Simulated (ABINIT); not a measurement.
Runs of ABINIT 10.8.3 (patched build) on AlN. The structure is hexagonal, space group P6_3mc (No. 186). The conventional cell has a = 3.113 Å, b = 3.113 Å, c = 4.981 Å, α = 90.00°, β = 90.00°, γ = 120.00°. Around Al (site symmetry 3m) lie 4 N at 1.89 Å. Around N (site symmetry 3m) lie 4 Al at 1.89 Å. 

```csv
task,level,potentials or basis,k mesh,cutoff (eV),fine-grid cutoff,gap on the mesh (eV),largest force (eV/Å)
single point,LDA,JTH PAW LDA v2.0,13 × 13 × 8,680,1278.94 eV,4.23,0.11
band structure,LDA-VWN,JTH PAW LDA v2.0,10 × 10 × 6,680,1278.94 eV,(a),0.11
band structure,TB-mBJ,JTH PAW LDA v2.0,8 × 8 × 5,844,1442.2 eV,5.49,-
band structure,PBEsol,PseudoDojo NC SR PBEsol v0.4 stringent,10 × 10 × 6,1143,-,4.14,(b)
band structure,OLYP,JTH PAW PBE v2.0,10 × 10 × 6,680,1278.94 eV,4.36,0.14
band structure,revPBE,JTH PAW PBE v2.0,10 × 10 × 6,680,1278.94 eV,4.23,0.14
band structure,LDA-Teter,JTH PAW LDA v2.0,10 × 10 × 6,680,1278.94 eV,4.23,0.11
band structure,BLYP,JTH PAW PBE v2.0,10 × 10 × 6,680,1278.94 eV,4.51,0.11
```

Alike in all rows: no spin polarisation; cell as given; smearing fermi-dirac 0.05 eV.

**Question.** Estimate the missing entries.

**Answer.** (a) 4.24; (b) 0.13.

Caveats: the PAW data sets were made with another functional, which shifts forces and pressure a little (some runs); an odd mesh through Γ misses points on the zone boundary, where band edges often lie (some runs); the constant c of TB-mBJ comes from the pseudo density here, which moves gaps by up to 0.3 eV between sets of potentials (some runs).

Not every run made on this cell is shown here.
